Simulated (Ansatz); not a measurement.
# Platinum, bcc under PBEsol: ground state and equation of state, part 2 of 2

The plan for platinum in the bcc structure: relax it, solve it on a dense k-mesh, then scale the cell to 7 volumes from 88 to 112 % of the relaxed one and try a fit of the equation of state. Spin polarisation is left out. The k-meshes are 14×14×14 for the relaxation; 23×23×23 for the dense run; 16×16×16 for the volumes.

Ansatz 0.2.0; DFT, PBEsol, plane waves (420 eV) with PAW, scalar-relativistic. Earlier steps stand in the parts before.

**5. Volume × 0.92**

This is Pt in the bcc structure; at room conditions it is fcc.

Contents of input.yaml:

```yaml
crystal:
  lattice:
    - [-1.518598269, 1.518598269, 1.518598269]
    - [1.518598269, -1.518598269, 1.518598269]
    - [1.518598269, 1.518598269, -1.518598269]
  atoms:
    - { symbol: Pt, position: [0.0, 0.0, 0.0] }
hamiltonian:
  xc: pbesol
  pseudopotentials:
    kind: paw
    azcp:
      Pt: "pseudopotentials/Pt.paw.azcp"
basis:
  ecutwfc: 420
  fft_grid_basis: typed
kpoints:
  mp_grid: { grid: [16, 16, 16], shift: [0, 0, 0] }
magnetization:
  spin_polarized: false
scf:
  occupations: { method: fermi_dirac, width: 0.1 }
  lower_state_search: "off"
output:
  stress: true
```

What it wrote, shortened:

```text
Warning: <dir> the record states the generating functional pbe (its physics header spells it `PBE`), which answers neither for hamiltonian.xc's functional nor for the pbesol family's — results may be inconsistent (PPs are generated against a specific XC)
Warning: RAYON_NUM_THREADS=2 ignored (pool sized by the plan → 2); use --threads N
[...]
Pseudopotentials: kind: paw
Pseudopotential: Pt, paw, valence charge 18, recommended cutoff 420 eV (normal), <dir>
Functional definition: PBEsol
[...]
Crystal: 1 atoms, lattice volume = 14.008 Å³
Basis set: ecut = 420 eV, 249 PW (Γ)
Bands: 13, of which v1, the nominal top of the filled ones, is band 9 counted from 1 (8 counted from 0)
Symmetry: 48 space group operations
Space group: Im-3m (ITA 229), of the structure as read, at distance tolerance 2.4e-5 Å
k-points: 145 of 4096
[...]
SCF iter   1: F=—  HF=-12383.619428 eV  |F-HF|=—  |Δ(HF+E_count)|=         —  Δρ=5.56e-3  dr2=2.50e-3  ethr=1.77e-3  ⟨swp⟩=5.0  Hψ=10462  notcnv=0
[...]
SCF iter   6: F=-12383.618665 eV  HF=-12383.618665 eV  |F-HF|=3.00e-10  |Δ(HF+E_count)|=   5.41e-8  Δρ=3.95e-6  dr2=4.26e-10  ethr=3.79e-10  ⟨swp⟩=2.3  Hψ=6297  notcnv=0
[...]
SCF converged after 6 iterations
Free energy (F): -12383.618665 eV
[...]
E sigma→0 (E₀):  -12383.601700 eV
Entropy (-TS):   -0.033931 eV (-33.931 meV/atom)
Fermi energy:    25.366030 eV
[...]
--- Stress (GPa, compression-positive) ---
       28.617800       0.000000      -0.000000
        0.000000      28.617800      -0.000000
       -0.000000       0.000000      28.617800
  P = ⅓ Tr σ = 28.6178 GPa (286.178 kbar)
```

Wall time 0.72 s (2 threads of Arm Neoverse V2, shared host); peak memory 0.27 GiB.

**6. Volume × 0.96**

input.yaml, as its differences from that of step 5:

```diff
@@ -2,5 +2,5 @@
   lattice:
-    - [-1.518598269, 1.518598269, 1.518598269]
-    - [1.518598269, -1.518598269, 1.518598269]
-    - [1.518598269, 1.518598269, -1.518598269]
+    - [-1.5402954614, 1.5402954614, 1.5402954614]
+    - [1.5402954614, -1.5402954614, 1.5402954614]
+    - [1.5402954614, 1.5402954614, -1.5402954614]
   atoms:
```

What it wrote, shortened:

```text
Warning: <dir> the record states the generating functional pbe (its physics header spells it `PBE`), which answers neither for hamiltonian.xc's functional nor for the pbesol family's — results may be inconsistent (PPs are generated against a specific XC)
Warning: RAYON_NUM_THREADS=2 ignored (pool sized by the plan → 2); use --threads N
[...]
Pseudopotentials: kind: paw
Pseudopotential: Pt, paw, valence charge 18, recommended cutoff 420 eV (normal), <dir>
Functional definition: PBEsol
[...]
Crystal: 1 atoms, lattice volume = 14.617 Å³
Basis set: ecut = 420 eV, 321 PW (Γ)
Bands: 13, of which v1, the nominal top of the filled ones, is band 9 counted from 1 (8 counted from 0)
Symmetry: 48 space group operations
Space group: Im-3m (ITA 229), of the structure as read, at distance tolerance 2.4e-5 Å
k-points: 145 of 4096
[...]
SCF iter   1: F=—  HF=-12383.696245 eV  |F-HF|=—  |Δ(HF+E_count)|=         —  Δρ=5.39e-3  dr2=2.61e-3  ethr=1.77e-3  ⟨swp⟩=5.0  Hψ=10446  notcnv=0
[...]
SCF iter   6: F=-12383.695585 eV  HF=-12383.695585 eV  |F-HF|=3.26e-10  |Δ(HF+E_count)|=   6.52e-8  Δρ=4.01e-6  dr2=4.74e-10  ethr=3.90e-10  ⟨swp⟩=2.0  Hψ=6274  notcnv=0
[...]
SCF converged after 6 iterations
Free energy (F): -12383.695585 eV
[...]
E sigma→0 (E₀):  -12383.677641 eV
Entropy (-TS):   -0.035890 eV (-35.890 meV/atom)
Fermi energy:    23.993601 eV
[...]
--- Stress (GPa, compression-positive) ---
       12.522732       0.000000      -0.000000
       -0.000000      12.522732      -0.000000
        0.000000       0.000000      12.522732
  P = ⅓ Tr σ = 12.5227 GPa (125.227 kbar)
```

It took 0.73 s on 2 threads of Arm Neoverse V2, shared host; peak memory 0.27 GiB.

**7. Volume × 1.0**

input.yaml, as its differences from that of step 6:

```diff
@@ -2,5 +2,5 @@
   lattice:
-    - [-1.5402954614, 1.5402954614, 1.5402954614]
-    - [1.5402954614, -1.5402954614, 1.5402954614]
-    - [1.5402954614, 1.5402954614, -1.5402954614]
+    - [-1.5613980215, 1.5613980215, 1.5613980215]
+    - [1.5613980215, -1.5613980215, 1.5613980215]
+    - [1.5613980215, 1.5613980215, -1.5613980215]
   atoms:
```

What it wrote, shortened:

```text
Warning: <dir> the record states the generating functional pbe (its physics header spells it `PBE`), which answers neither for hamiltonian.xc's functional nor for the pbesol family's — results may be inconsistent (PPs are generated against a specific XC)
Warning: RAYON_NUM_THREADS=2 ignored (pool sized by the plan → 2); use --threads N
[...]
Pseudopotentials: kind: paw
Pseudopotential: Pt, paw, valence charge 18, recommended cutoff 420 eV (normal), <dir>
Functional definition: PBEsol
[...]
Crystal: 1 atoms, lattice volume = 15.227 Å³
Basis set: ecut = 420 eV, 321 PW (Γ)
Bands: 13, of which v1, the nominal top of the filled ones, is band 9 counted from 1 (8 counted from 0)
Symmetry: 48 space group operations
Space group: Im-3m (ITA 229), of the structure as read, at distance tolerance 2.5e-5 Å
k-points: 145 of 4096
[...]
SCF iter   1: F=—  HF=-12383.718991 eV  |F-HF|=—  |Δ(HF+E_count)|=         —  Δρ=5.21e-3  dr2=2.68e-3  ethr=1.77e-3  ⟨swp⟩=5.0  Hψ=10445  notcnv=0
[...]
SCF iter   6: F=-12383.718416 eV  HF=-12383.718416 eV  |F-HF|=2.18e-11  |Δ(HF+E_count)|=   1.68e-8  Δρ=1.63e-6  dr2=1.05e-10  ethr=1.12e-10  ⟨swp⟩=2.0  Hψ=5859  notcnv=0
[...]
SCF converged after 6 iterations
Free energy (F): -12383.718416 eV
[...]
E sigma→0 (E₀):  -12383.699480 eV
Entropy (-TS):   -0.037873 eV (-37.873 meV/atom)
Fermi energy:    22.732797 eV
[...]
--- Stress (GPa, compression-positive) ---
        0.014471      -0.000000      -0.000000
        0.000000       0.014471       0.000000
       -0.000000      -0.000000       0.014471
  P = ⅓ Tr σ = 0.0145 GPa (0.145 kbar)
```

Run time: 0.75 s. Hardware: 2 threads of Arm Neoverse V2, shared host; peak memory 0.28 GiB.

**8. Volume × 1.04**

input.yaml, as its differences from that of step 7:

```diff
@@ -2,5 +2,5 @@
   lattice:
-    - [-1.5613980215, 1.5613980215, 1.5613980215]
-    - [1.5613980215, -1.5613980215, 1.5613980215]
-    - [1.5613980215, 1.5613980215, -1.5613980215]
+    - [-1.5819450886, 1.5819450886, 1.5819450886]
+    - [1.5819450886, -1.5819450886, 1.5819450886]
+    - [1.5819450886, 1.5819450886, -1.5819450886]
   atoms:
@@ -25 +25,5 @@
   stress: true
+  write_density: true
+  write_potential: true
+  elf: true
+  volumetric_format: npy
```

What it wrote, shortened:

```text
Warning: <dir> the record states the generating functional pbe (its physics header spells it `PBE`), which answers neither for hamiltonian.xc's functional nor for the pbesol family's — results may be inconsistent (PPs are generated against a specific XC)
Warning: RAYON_NUM_THREADS=2 ignored (pool sized by the plan → 2); use --threads N
[...]
Pseudopotentials: kind: paw
Pseudopotential: Pt, paw, valence charge 18, recommended cutoff 420 eV (normal), <dir>
Functional definition: PBEsol
[...]
Crystal: 1 atoms, lattice volume = 15.836 Å³
Basis set: ecut = 420 eV, 321 PW (Γ)
Bands: 13, of which v1, the nominal top of the filled ones, is band 9 counted from 1 (8 counted from 0)
Symmetry: 48 space group operations
Space group: Im-3m (ITA 229), of the structure as read, at distance tolerance 2.5e-5 Å
k-points: 145 of 4096
[...]
SCF iter   1: F=—  HF=-12383.699714 eV  |F-HF|=—  |Δ(HF+E_count)|=         —  Δρ=5.13e-3  dr2=2.88e-3  ethr=1.77e-3  ⟨swp⟩=5.0  Hψ=10373  notcnv=0
[...]
SCF iter   6: F=-12383.699246 eV  HF=-12383.699246 eV  |F-HF|=7.28e-12  |Δ(HF+E_count)|=   3.62e-9  Δρ=5.02e-7  dr2=8.89e-12  ethr=3.34e-11  ⟨swp⟩=4.0  Hψ=9094  notcnv=0
[...]
SCF converged after 6 iterations
Free energy (F): -12383.699246 eV
[...]
E sigma→0 (E₀):  -12383.679319 eV
Entropy (-TS):   -0.039854 eV (-39.854 meV/atom)
Fermi energy:    21.570137 eV
[...]
--- Stress (GPa, compression-positive) ---
       -9.688681      -0.000000       0.000000
        0.000000      -9.688681      -0.000000
       -0.000000       0.000000      -9.688681
  P = ⅓ Tr σ = -9.6887 GPa (-96.887 kbar)
--- Band table (eV; the first three rows and the last of 145) ---
  k-point 0: bands = ["-76.5741", "-30.5510", "-30.5510", "-30.5510", "11.9938", "18.0606", "18.0606", "18.0606", "20.5689", "20.5689", "38.5554", "38.5554", "38.5554"]
[...]
```

It took 0.99 s on 2 threads of Arm Neoverse V2, shared host; peak memory 0.28 GiB.

**9. Volume × 1.08**

input.yaml, as its differences from that of step 8:

```diff
@@ -2,5 +2,5 @@
   lattice:
-    - [-1.5819450886, 1.5819450886, 1.5819450886]
-    - [1.5819450886, -1.5819450886, 1.5819450886]
-    - [1.5819450886, 1.5819450886, -1.5819450886]
+    - [-1.601971836, 1.601971836, 1.601971836]
+    - [1.601971836, -1.601971836, 1.601971836]
+    - [1.601971836, 1.601971836, -1.601971836]
   atoms:
@@ -25,5 +25 @@
   stress: true
-  write_density: true
-  write_potential: true
-  elf: true
-  volumetric_format: npy
```

What it wrote, shortened:

```text
Warning: <dir> the record states the generating functional pbe (its physics header spells it `PBE`), which answers neither for hamiltonian.xc's functional nor for the pbesol family's — results may be inconsistent (PPs are generated against a specific XC)
Warning: RAYON_NUM_THREADS=2 ignored (pool sized by the plan → 2); use --threads N
[...]
Pseudopotentials: kind: paw
Pseudopotential: Pt, paw, valence charge 18, recommended cutoff 420 eV (normal), <dir>
Functional definition: PBEsol
[...]
Crystal: 1 atoms, lattice volume = 16.445 Å³
Basis set: ecut = 420 eV, 321 PW (Γ)
Bands: 13, of which v1, the nominal top of the filled ones, is band 9 counted from 1 (8 counted from 0)
Symmetry: 48 space group operations
Space group: Im-3m (ITA 229), of the structure as read, at distance tolerance 2.5e-5 Å
k-points: 145 of 4096
[...]
SCF iter   1: F=—  HF=-12383.648181 eV  |F-HF|=—  |Δ(HF+E_count)|=         —  Δρ=5.07e-3  dr2=3.07e-3  ethr=1.77e-3  ⟨swp⟩=5.0  Hψ=10249  notcnv=0
[...]
SCF iter   6: F=-12383.647553 eV  HF=-12383.647553 eV  |F-HF|=1.27e-11  |Δ(HF+E_count)|=   1.30e-9  Δρ=7.51e-7  dr2=3.53e-11  ethr=3.96e-11  ⟨swp⟩=1.2  Hψ=5669  notcnv=0
[...]
SCF converged after 6 iterations
Free energy (F): -12383.647553 eV
[...]
E sigma→0 (E₀):  -12383.626597 eV
Entropy (-TS):   -0.041912 eV (-41.912 meV/atom)
Fermi energy:    20.494712 eV
[...]
--- Stress (GPa, compression-positive) ---
      -17.180354       0.000000       0.000000
       -0.000000     -17.180354       0.000000
        0.000000      -0.000000     -17.180354
  P = ⅓ Tr σ = -17.1804 GPa (-171.804 kbar)
```

Wall time 0.76 s (2 threads of Arm Neoverse V2, shared host); peak memory 0.28 GiB.

**10. Volume × 1.12**

input.yaml, as its differences from that of step 9:

```diff
@@ -2,5 +2,5 @@
   lattice:
-    - [-1.601971836, 1.601971836, 1.601971836]
-    - [1.601971836, -1.601971836, 1.601971836]
-    - [1.601971836, 1.601971836, -1.601971836]
+    - [-1.6215100035, 1.6215100035, 1.6215100035]
+    - [1.6215100035, -1.6215100035, 1.6215100035]
+    - [1.6215100035, 1.6215100035, -1.6215100035]
   atoms:
```

What it wrote, shortened:

```text
Warning: <dir> the record states the generating functional pbe (its physics header spells it `PBE`), which answers neither for hamiltonian.xc's functional nor for the pbesol family's — results may be inconsistent (PPs are generated against a specific XC)
Warning: RAYON_NUM_THREADS=2 ignored (pool sized by the plan → 2); use --threads N
[...]
Pseudopotentials: kind: paw
Pseudopotential: Pt, paw, valence charge 18, recommended cutoff 420 eV (normal), <dir>
Functional definition: PBEsol
[...]
Crystal: 1 atoms, lattice volume = 17.054 Å³
Basis set: ecut = 420 eV, 321 PW (Γ)
Bands: 13, of which v1, the nominal top of the filled ones, is band 9 counted from 1 (8 counted from 0)
Symmetry: 48 space group operations
Space group: Im-3m (ITA 229), of the structure as read, at distance tolerance 2.6e-5 Å
k-points: 145 of 4096
[...]
SCF iter   1: F=—  HF=-12383.571527 eV  |F-HF|=—  |Δ(HF+E_count)|=         —  Δρ=5.11e-3  dr2=3.39e-3  ethr=1.77e-3  ⟨swp⟩=5.0  Hψ=10099  notcnv=0
[...]
SCF iter   6: F=-12383.570849 eV  HF=-12383.570849 eV  |F-HF|=3.84e-10  |Δ(HF+E_count)|=   3.18e-9  Δρ=3.28e-6  dr2=1.25e-9  ethr=1.59e-10  ⟨swp⟩=2.0  Hψ=6262  notcnv=0
[...]
SCF converged after 6 iterations
Free energy (F): -12383.570849 eV
[...]
E sigma→0 (E₀):  -12383.548814 eV
Entropy (-TS):   -0.044069 eV (-44.069 meV/atom)
Fermi energy:    19.497677 eV
[...]
--- Stress (GPa, compression-positive) ---
      -22.915890       0.000000       0.000000
        0.000000     -22.915890      -0.000000
        0.000000       0.000000     -22.915890
  P = ⅓ Tr σ = -22.9159 GPa (-229.159 kbar)
```

It took 0.77 s on 2 threads of Arm Neoverse V2, shared host; peak memory 0.28 GiB.

**11. The equation of state**

The cell was scaled evenly, with its shape and the fractional positions fixed.

| V (Å³/atom) | E − E₀ (meV/atom) | P from the stress (GPa) | P from the fit (GPa) |
| --- | --- | --- | --- |
| 13.399 | 243.3 | 49.30 | 49.13 |
| 14.008 | 97.8 | 28.62 | 28.35 |
| 14.617 | 21.8 | 12.52 | 12.25 |
| 15.227 | 0.0 | 0.01 | -0.24 |
| 15.836 | 20.1 | -9.69 | -9.94 |
| 16.445 | 72.9 | -17.18 | -17.45 |
| 17.054 | 150.7 | -22.92 | -23.25 |

Fit (Birch-Murnaghan, third order): V₀ = 15.213 Å³/atom, B₀ = 276 GPa, B₀′ = 5.3, largest residual 0.04 meV/atom.

Fit and stress differ a little: one follows E(σ → 0), the other the smeared free energy.

**12. What came out**

This closing draws on all 2 parts.

| quantity | value |
| --- | --- |
| space group (spins left aside) | Im-3m (No. 229) |
| conventional cell | a = 3.123 Å |
| volume | 15.227 Å³/atom |
| shortest distance | 2.704 Å |
| gap on the mesh | none (levels filled in part) |
| relative to fcc | +110 meV/atom |
| V₀, B₀, B₀′ | 15.213 Å³/atom, 276 GPa, 5.3 |

**Reading.** From the guessed start the volume grew by 0.9 % in 5 steps. It lies 110 meV/atom above the element's reference form at the same level (fcc, from a run of its own). No gap shows: it is a metal or semimetal at this level. The fitted modulus is 276 GPa. The symmetry was held, so the structure may be unstable against distortions that break it.
